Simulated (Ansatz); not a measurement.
I need a calculation of the dielectric tensor and Born charges of MgO, space group P6_3/mmc. Use the Python package of Ansatz (0.2.0). Use: PBEsol, PAW, the default cutoff (420 eV here), 6×6×4 k-points, fixed occupations.

`mgo.extxyz`
```text
4
Lattice="3.48637786 0.0 0.0 -1.74318893 3.0192918 0.0 0.0 0.0 4.17804122" Properties=species:S:1:pos:R:3 pbc="T T T"
Mg    1.74318895    1.00643059    3.13353091
Mg   -0.00000002    2.01286121    1.04451030
O     1.74318895    1.00643059    1.04451030
O    -0.00000002    2.01286121    3.13353091
```

Script `eps.py`:
```python
# -*- coding: utf-8 -*-
"""High-frequency dielectric tensor and Born charges of MgO."""

import warnings

import ansatz as az
import numpy as np

warnings.simplefilter("ignore", az.DeckWarning)

cell = az.Crystal.from_extxyz("mgo.extxyz")

# an insulator: whole occupations
model = cell.calculation()
model = model.functional(az.Functional.PBESOL)
model = model.pseudopotentials("paw")
model = model.kpoints(6, 6, 4)
model = model.occupations("fixed").dielectric()
out = model.run(threads=1, pin="off")
response = out.dielectric
eps = np.asarray(response.eps_inf)

values = np.linalg.eigvalsh(eps)
print("principal values of eps_inf:", np.round(values, 3))
print("refractive indices:", np.round(np.sqrt(values), 3))
for site, z in zip(out.lattice.sites, response.zstar_e):
    print(f"{site.symbol:2s} Z* trace/3 = {np.trace(z) / 3:+.3f} e")
print(f"charge neutrality missed by {response.zstar_sum_residual_pre_e:.4f} e before the sum rule")
```

```console
$ python eps.py
principal values of eps_inf: [3.043 3.043 3.063]
refractive indices: [1.745 1.745 1.75 ]
Mg Z* trace/3 = +1.850 e
Mg Z* trace/3 = +1.850 e
O  Z* trace/3 = -1.850 e
O  Z* trace/3 = -1.850 e
charge neutrality missed by 0.0009 e before the sum rule
```

Caveats:
- The Fermi level of a run with fixed occupations marks the highest occupied state on its mesh, not mid-gap.
- Averages over directions belong to no single polarisation, least of all in layered crystals.
- Pressure is positive in compression.
- The structure comes from a database of computed cells and needn't be a stable or known phase.
- This is the electronic (clamped-ion) response; a semilocal gap that is too small tends to raise it. The typed mesh is that of the SCF; the response is solved on denser meshes that the run picks.
- Finished in 49 s on 1 thread of Intel(R) Xeon(R) Processor @ 2.30GHz (shared host), peak memory 0.75 GiB.
